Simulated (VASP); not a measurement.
# In (I4/mmm) in VASP: band structure with PBEsol

Aim: the band structure of In with PBEsol.

Everything below comes from runs of VASP 6.6.1. Logs are shortened: lines on timing, memory, paths and dates and some standing lists are left out, and cuts for length are marked.

## Step 1: The crystal as given

Symmetry: I4/mmm, No. 139, tetragonal system. The conventional cell has a = 3.189 Å, b = 3.189 Å, c = 5.023 Å, α = 90.00°, β = 90.00°, γ = 90.00°. Around In (site symmetry 4/mmm) lie 12 In at 3.19 to 3.38 Å.

## Step 2: Band structure, PBEsol

INCAR

```
PREC     = Accurate       # precision mode
ENCUT    = 520            # plane-wave cutoff, eV
EDIFF    = 1E-7           # SCF threshold, eV
ISMEAR   = 1              # smearing method
SIGMA    = 0.1            # smearing width, eV
LREAL    = False          # projectors in reciprocal space
LASPH    = True           # aspherical terms in the spheres
NELM     = 80             # most SCF steps
ALGO     = Normal         # electronic algorithm
ISIF     = 2              # what is computed and relaxed
LWAVE    = False          # write WAVECAR
LCHARG   = False          # write CHGCAR
GGA      = PS             # functional
NBANDS   = 12             # bands
ICORELEVEL= 1
```

KPOINTS

```
regular mesh
0
Gamma
  16 16 16
```

POSCAR

```
In                                      
1.0
   -1.5943647435      1.5943647435      2.5113719143
    1.5943647435     -1.5943647435      2.5113719143
    1.5943647435      1.5943647435     -2.5113719143
  In            
     1
Direct
     0.0000000000000000    0.0000000000000000    0.0000000000000000
```

KPOINTS_OPT

```
explicit points
173
Reciprocal
 0.0000000000  0.0000000000  0.0000000000 1
 0.0000000000  0.0000000000  0.0357142857 1
 0.0000000000  0.0000000000  0.0714285714 1
 0.0000000000  0.0000000000  0.1071428571 1
 0.0000000000  0.0000000000  0.1428571429 1
 0.0000000000  0.0000000000  0.1785714286 1
[... 165 lines left out ...]
-0.2158906645  0.2158906645  0.5000000000 1
 0.5000000000  0.5000000000 -0.2158906645 1
```

Potentials or basis: VASP PAW PBE potentials, release 64 (In_d).

Command:

```sh
cat potpaw_PBE.64/In_d/POTCAR > POTCAR
mpirun -np 1 vasp_std > vasp.out
```

OUTCAR:

```text
PREC = Accurate
   ENCUT = 520
   EDIFF = 1E-7
   ISMEAR = 1
   LREAL = False
   LASPH = True
   NELM = 80
   ISIF = 2
   GGA = PS

 ion  position               nearest neighbor table
   1  0.000  0.000  0.000-

  LATTYP: Found a body centered tetragonal cell.
 ALAT       =     3.1887294870
 C/A-ratio  =     1.5751551987

  Lattice vectors:

 A1 = (  -1.5943647435,   1.5943647435,   2.5113719143)
 A2 = (   1.5943647435,  -1.5943647435,   2.5113719143)
 A3 = (   1.5943647435,   1.5943647435,  -2.5113719143)

Analysis of symmetry for initial positions (statically):
=====================================================================
 Subroutine PRICEL returns:
 Original cell was already a primitive cell.

 Routine SETGRP: Setting up the symmetry group for a
 body centered tetragonal supercell.

 Subroutine GETGRP returns: Found 16 space group operations
 (whereof 16 operations were pure point group operations)
 out of a pool of 16 trial point group operations.

The static configuration has the point symmetry D_4h.

Analysis of symmetry for dynamics (positions and initial velocities):
=====================================================================
 Subroutine PRICEL returns:
 Original cell was already a primitive cell.

 Routine SETGRP: Setting up the symmetry group for a
 body centered tetragonal supercell.

 Subroutine GETGRP returns: Found 16 space group operations
 (whereof 16 operations were pure point group operations)
 out of a pool of 16 trial point group operations.

The dynamic configuration has the point symmetry D_4h.

 Subroutine INISYM returns: Found 16 space group operations
 (whereof 16 operations are pure point group operations),
 and found     1 'primitive' translations

----------------------------------------------------------------------------------------

                                     Primitive cell

  volume of cell :      25.5356

  direct lattice vectors                    reciprocal lattice vectors
    -1.594364743  1.594364743  2.511371914     0.000000000  0.313604526  0.199094366
     1.594364743 -1.594364743  2.511371914     0.313604526  0.000000000  0.199094366
     1.594364743  1.594364743 -2.511371914     0.313604526  0.313604526  0.000000000

  length of vectors
     3.375053594  3.375053594  3.375053594     0.371465161  0.371465161  0.443503774

  position of ions in fractional coordinates (direct lattice)
     0.000000000  0.000000000  0.000000000

  ion indices of the primitive-cell ions
   primitive index   ion index
                 1           1

----------------------------------------------------------------------------------------

 KPOINTS: regular mesh

Automatic generation of k-mesh.
 Grid dimensions read from file:
 generate k-points for:   16   16   16

 Generating k-lattice:

  Cartesian coordinates                     Fractional coordinates (reciprocal lattice)
     0.000000000  0.019600283  0.012443398     0.062500000 -0.000000000  0.000000000
     0.019600283  0.000000000  0.012443398    -0.000000000  0.062500000  0.000000000
     0.019600283  0.019600283  0.000000000     0.000000000  0.000000000  0.062500000

  Length of vectors
     0.023216573  0.023216573  0.027718986

  Shift w.r.t. Gamma in fractional coordinates (k-lattice)
     0.000000000  0.000000000  0.000000000

 Subroutine IBZKPT returns following result:
 ===========================================

 Found    349 irreducible k-points:

 Following reciprocal coordinates:
            Coordinates               Weight
  0.000000  0.000000  0.000000      1.000000
  0.062500 -0.000000  0.000000      8.000000
  0.125000 -0.000000  0.000000      8.000000
  0.187500  0.000000  0.000000      8.000000
  0.250000 -0.000000  0.000000      8.000000
  0.312500 -0.000000  0.000000      8.000000
[... 16 lines left out ...]
 -0.125000  0.062500 -0.000000     16.000000
 -0.062500  0.062500  0.000000      4.000000
 [... further k-points ...]
   k-points           NKPTS =    349   k-points in BZ     NKDIM =    349   number of bands    NBANDS=     12
   number of dos      NEDOS =    301   number of ions     NIONS =      1
   total plane-waves  NPLWV =  21952
   dimension x,y,z NGX =    28 NGY =   28 NGZ =   28
   dimension x,y,z NGXF=    56 NGYF=   56 NGZF=   56
   ions per type =               1
   NGX,Y,Z   is equivalent  to a cutoff of  13.79, 13.79, 13.79 a.u.
   NGXF,Y,Z  is equivalent  to a cutoff of  27.58, 27.58, 27.58 a.u.
 SYSTEM =  unknown system
   PREC   = accura    normal or accurate (medium, high low for compatibility)
   ISTART =      0    job   : 0-new  1-cont  2-samecut
   ICHARG =      2    charge: 1-file 2-atom 10-const
   ISPIN  =      1    spin polarized calculation?
   LNONCOLLINEAR =      F non collinear calculations
   LSORBIT =      F    spin-orbit coupling
   LASPH  =      T    aspherical Exc in radial PAW
   ENCUT  =  520.0 eV  38.22 Ry    6.18 a.u.   6.28  6.28  6.28*2*pi/ulx,y,z
   NELM   =     80;   NELMIN=  2; NELMDL= -5     # of ELM steps
   EDIFF  = 0.1E-06   stopping-criterion for ELM
   LREAL  =      F    real-space projection
   EDIFFG = 0.1E-05   stopping-criterion for IOM
   NSW    =      0    number of steps for IOM
   IBRION =     -1    ionic relax: 0-MD 1-quasi-New 2-CG
   NFREE  =      0    steps in history (QN), initial steepest desc. (CG)
   ISIF   =      2    stress and relaxation
   ISYM   =      2    0-nonsym 1-usesym 2-fastsym
   POTIM  = 0.5000    time-step for ionic-motion
   TEBEG  =    0.0;   TEEND  =   0.0 temperature during run
   PSTRESS=    0.0 pullay stress
   NELECT =      13.0000    total number of electrons
   NUPDOWN=      -1.0000    fix difference up-down
   EMIN   =  10.00;   EMAX   =-10.00  energy-range for DOS
   EFERMI =   0.00;   METHOD = LEGACY
   ISMEAR =     1;   SIGMA  =   0.10  broadening in eV -4-tet -1-fermi 0-gaus
   EFERMI_NEDOS =   21; number of points for ismear=-14 and -15
   IALGO  =     38    algorithm
   IMIX   =      4    mixing-type and parameters
     AMIX     =   0.40;   BMIX     =  1.00
     AMIX_MAG =   1.60;   BMIX_MAG =  1.00
  volume/ion in A,a.u.               =      25.54       172.32
  Fermi-wavevector in a.u.,A,eV,Ry     =   1.307195  2.470241 23.249086  1.708760
  Thomas-Fermi vector in A             =   2.437946
   LORBIT       =      0    0 simple, 1 ext, 2 COOP (PROOUT), +10 PAW based schemes
   GGA     = PS    functional components
   LHFCALC =     F    Hartree Fock is set to
   AEXX    =    0.0000 exact exchange contribution
   IVDW    =     0    specifies the selected vdW correction
   LEPSILON=     F    determine dielectric tensor
   LRPA    =     F    only Hartree local field effects (RPA)
 non-spin polarized calculation
 Methfessel and Paxton  Order N= 1 SIGMA  =   0.10
  energy-cutoff  :      520.00
  volume of cell :       25.54
 maximum number of plane-waves:       708
 NGX is ok and might be reduce to    28
   NGX = 13   NGY = 13   NGZ = 13

 number of electron      13.0000001 magnetization

 Free energy of the ion-electron system (eV)
  ---------------------------------------------------
  ext. energy  EPLUGINS =         0.00000000
  ---------------------------------------------------
  free energy    TOTEN  =        -2.98631059 eV

  energy without entropy =       -2.98661124  energy(sigma->0) =       -2.98641080

 the core state eigenenergies are
   1-  1s -27736.2567  2s  -4142.7630  2p  -3716.7488  3s   -776.6454  3p   -637.2005
       3d   -420.8768  4s   -107.8491  4p    -66.3128

 E-fermi :   7.6243     XC(G=0): -10.5208

 val. band max:        7.6021962336   @ k =  -0.3750   0.0625   0.0000
 cond. band min:       7.6365950644   @ k =  -0.3750   0.3750   0.3750
 fundamental gap:      0.0343988308
 Fermi energy:         7.6243117743

 k-point     1 :       0.0000    0.0000    0.0000
  band No.  band energies     occupation
      1      -7.0577      2.00000
      2      -6.8847      2.00000
      3      -6.8847      2.00000
      4      -6.8465      2.00000
      5      -6.6813      2.00000
      6      -2.1035      2.00000
      7      18.3723      0.00000
      8      18.3723      0.00000
      9      18.5994      0.00000
     10      19.3383      0.00000
     11      21.8256      0.00000
     12      21.9966      0.00000

 k-point     2 :       0.0625   -0.0000    0.0000
  band No.  band energies     occupation
      1      -7.0496      2.00000
      2      -6.8865      2.00000
      3      -6.8783      2.00000
      4      -6.8442      2.00000
      5      -6.6849      2.00000
      6      -2.0160      2.00000
      7      17.2833      0.00000
      8      18.2629      0.00000
      9      18.2814      0.00000
     10      19.1998      0.00000
     11      21.6600      0.00000
     12      22.2176      0.00000

 k-point     3 :       0.1250   -0.0000    0.0000
  band No.  band energies     occupation
      1      -7.0303      2.00000
      2      -6.8959      2.00000
      3      -6.8616      2.00000
      4      -6.8302      2.00000
      5      -6.6937      2.00000
      6      -1.7518      2.00000
      7      15.1729      0.00000
      8      17.6308      0.00000
      9      18.0674      0.00000
     10      19.1702      0.00000
     11      20.9130      0.00000
     12      22.8192      0.00000

 k-point     4 :       0.1875    0.0000    0.0000
  band No.  band energies     occupation
      1      -7.0116      2.00000
      2      -6.9153      2.00000
      3      -6.8423      2.00000
      4      -6.7954      2.00000
      5      -6.7008      2.00000
      6      -1.3067      2.00000
      7      12.9796      0.00000
      8      16.9125      0.00000
      9      17.8274      0.00000
     10      19.1639      0.00000
     11      20.2117      0.00000
     12      23.5922      0.00000

 k-point     5 :       0.2500   -0.0000    0.0000
  band No.  band energies     occupation
      1      -7.0024      2.00000
      2      -6.9411      2.00000
      3      -6.8331      2.00000
      4      -6.7405      2.00000
      5      -6.6950      2.00000
      6      -0.6769      2.00000
      7      10.8612      0.00000
      8      16.2272      0.00000
      9      17.6217      0.00000
     10      19.1476      0.00000
     11      19.6412      0.00000
     12      23.2171      0.00000
[... 166 lines left out ...]
 k-point    17 :       0.5000    0.0625    0.0000
  band No.  band energies     occupation
      1      -7.0162      2.00000
      2      -6.9889      2.00000
      3      -6.8706      2.00000
      4      -6.6332      2.00000
      5      -6.5662      2.00000
      6       3.2204      2.00000
      7       4.4153      2.00000
      8      14.5309      0.00000
      9      16.5958      0.00000
     10      18.3108      0.00000
     11      19.1142      0.00000
     12      22.1546      0.00000

 k-point    18 :      -0.4375    0.0625    0.0000
  band No.  band energies     occupation
      1      -7.0100      2.00000
      2      -6.9836      2.00000
      3      -6.8650      2.00000
      4      -6.6505      2.00000
      5      -6.5810      2.00000
      6       2.0332      2.00000
      7       5.8722      2.00000
      8      14.5840      0.00000
      9      16.8240      0.00000
     10      18.3834      0.00000
     11      19.3045      0.00000
     12      22.3033      0.00000

 k-point    19 :      -0.3750    0.0625    0.0000
  band No.  band energies     occupation
      1      -6.9960      2.00000
      2      -6.9748      2.00000
      3      -6.8525      2.00000
      4      -6.6800      2.00000
      5      -6.6192      2.00000
      6       0.9142      2.00000
      7       7.6022      1.36436
      8      14.8071      0.00000
      9      16.9894      0.00000
     10      18.7614      0.00000
     11      19.6146      0.00000
     12      22.0696      0.00000

 k-point    20 :      -0.3125    0.0625   -0.0000
  band No.  band energies     occupation
      1      -6.9829      2.00000
      2      -6.9599      2.00000

------------------------ aborting loop because EDIFF is reached ----------------------------------------

  FORCE on cell =-STRESS in cart. coord.  units (eV):
  Direction    XX          YY          ZZ          XY          YZ          ZX
  --------------------------------------------------------------------------------------
  -------------------------------------------------------------------------------------
  Total       -0.0084173     -0.0084173     -0.0131194      0.0000000      0.0000000      0.0000000
  in kB       -0.5281265     -0.5281265     -0.8231469      0.0000000      0.0000000      0.0000000
  external PRESSURE =      -0.6264667 kB  Pullay stress =       0.0000000 kB

 VOLUME and BASIS-vectors are now :
 -----------------------------------------------------------------------------
  energy-cutoff  :      520.00
  volume of cell :       25.54
      direct lattice vectors                 reciprocal lattice vectors
    -1.594364743  1.594364743  2.511371914     0.000000000  0.313604526  0.199094366
     1.594364743 -1.594364743  2.511371914     0.313604526  0.000000000  0.199094366
     1.594364743  1.594364743 -2.511371914     0.313604526  0.313604526  0.000000000

 POSITION                                       TOTAL-FORCE (eV/Angst)
 -----------------------------------------------------------------------------------
      0.00000      0.00000      0.00000         0.000000     -0.000000      0.000000
 -----------------------------------------------------------------------------------
    total drift:                               -0.000000     -0.000000     -0.000000

  FREE ENERGIE OF THE ION-ELECTRON SYSTEM (eV)
  ---------------------------------------------------
  free  energy   TOTEN  =        -2.9863105856 eV

  energy  without entropy=       -2.9866112369  energy(sigma->0) =       -2.98641080
```

Wall time 58 s (1 thread of Intel Xeon 6975P-C (Granite Rapids), shared host); peak memory 0.29 GiB.

What came out:

* Free energy: -2.9863 eV
* Pressure: -0.1 GPa
* Band gap along the path: none (metal or under the smearing width)

Levels at the corners of the path, in eV from the Fermi level:
```tsv
point	band 3	band 4	band 5	band 6	band 7	band 8	band 9	band 10	band 11	band 12
Γ	-14.51	-14.47	-14.31	-9.73	10.75	10.75	10.98	11.71	14.20	14.37
X	-14.24	-14.24	-14.10	-1.90	-1.38	3.34	3.98	7.00	7.36	20.05
X	-14.24	-14.24	-14.10	-1.90	-1.38	3.34	3.98	7.00	7.36	20.05
Y	-14.42	-14.33	-14.22	-1.72	-0.10	-0.03	1.34	13.25	13.34	17.08
Y	-14.42	-14.33	-14.22	-1.72	-0.10	-0.03	1.34	13.25	13.34	17.08
S	-14.38	-14.32	-14.24	-2.64	-1.43	-0.58	6.62	9.43	16.62	19.35
S	-14.38	-14.32	-14.24	-2.64	-1.43	-0.58	6.62	9.43	16.62	19.35
Γ	-14.51	-14.47	-14.31	-9.73	10.75	10.75	10.98	11.71	14.20	14.37
Γ	-14.51	-14.47	-14.31	-9.73	10.75	10.75	10.98	11.71	14.20	14.37
Z	-14.21	-14.19	-14.19	-3.31	-2.96	5.13	5.13	8.62	8.74	23.14
Z	-14.21	-14.19	-14.19	-3.31	-2.96	5.13	5.13	8.62	8.74	23.14
S1	-14.38	-14.32	-14.24	-2.64	-1.43	-0.58	6.62	9.43	16.62	19.35
S1	-14.38	-14.32	-14.24	-2.64	-1.43	-0.58	6.62	9.43	16.62	19.35
N	-14.49	-14.24	-14.19	-4.31	-3.48	7.19	9.70	11.05	11.41	13.75
N	-14.49	-14.24	-14.19	-4.31	-3.48	7.19	9.70	11.05	11.41	13.75
P	-14.52	-14.32	-14.10	-1.00	-0.06	-0.06	1.88	12.20	12.90	12.90
P	-14.52	-14.32	-14.10	-1.00	-0.06	-0.06	1.88	12.20	12.90	12.90
Y1	-14.42	-14.33	-14.22	-1.72	-0.10	-0.03	1.34	13.25	13.34	17.08
Y1	-14.42	-14.33	-14.22	-1.72	-0.10	-0.03	1.34	13.25	13.34	17.08
Z	-14.21	-14.19	-14.19	-3.31	-2.96	5.13	5.13	8.62	8.74	23.14
X	-14.24	-14.24	-14.10	-1.90	-1.38	3.34	3.98	7.00	7.36	20.05
P	-14.52	-14.32	-14.10	-1.00	-0.06	-0.06	1.88	12.20	12.90	12.90
```

Core levels (eV, on the scale of the bands):
```tsv
atom	levels
1 In	1s -27736.3, 2s -4142.8, 2p -3716.7, 3s -776.6, 3p -637.2, 3d -420.9, 4s -107.8, 4p -66.3
```

Caveat: the PAW data sets were made with another functional, which shifts forces and pressure a little; spin-orbit coupling is left out, which moves the levels of the heavy elements.
